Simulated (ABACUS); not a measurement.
Here is an ABACUS 3.10.1 calculation.

Contents of INPUT:

```
INPUT_PARAMETERS
suffix              Ir
calculation         scf
basis_type          pw
pseudo_dir          ./
symmetry            1
dft_functional      pz
ecutwfc             68
pseudo_rcut         10
nspin               1
nbands              19
ks_solver           dav
smearing_method     fd
smearing_sigma      0.00367493
scf_thr             1e-08
scf_nmax            100
mixing_type         broyden
mixing_beta         0.7
cal_force           1
cal_stress          1
out_chg             1
kpar                4
```

Contents of STRU:

```
ATOMIC_SPECIES
Ir 192.2170 Ir.upf

LATTICE_CONSTANT
1.8897261246

LATTICE_VECTORS
0.0000000000 1.9156000000 1.9156000000
1.9156000000 0.0000000000 1.9156000000
1.9156000000 1.9156000000 0.0000000000

ATOMIC_POSITIONS
Direct

Ir
0.0
1
0.0000000000 0.0000000000 0.0000000000 1 1 1
```

KPT

```
K_POINTS
0
Gamma
10 10 10 0 0 0
```

Potentials or basis: PseudoDojo NC SR 0.4.1 LDA stringent, plane waves.

Command:

```sh
$ OMP_NUM_THREADS=1 mpirun -np 4 abacus > log
```

Q: Predict the band gap on the k mesh.

A: None (metal or under the smearing width).

Q: What does it give for the pressure?

A: -6.6 GPa.

The run has no spin-orbit coupling, so splittings on Ir are missing.
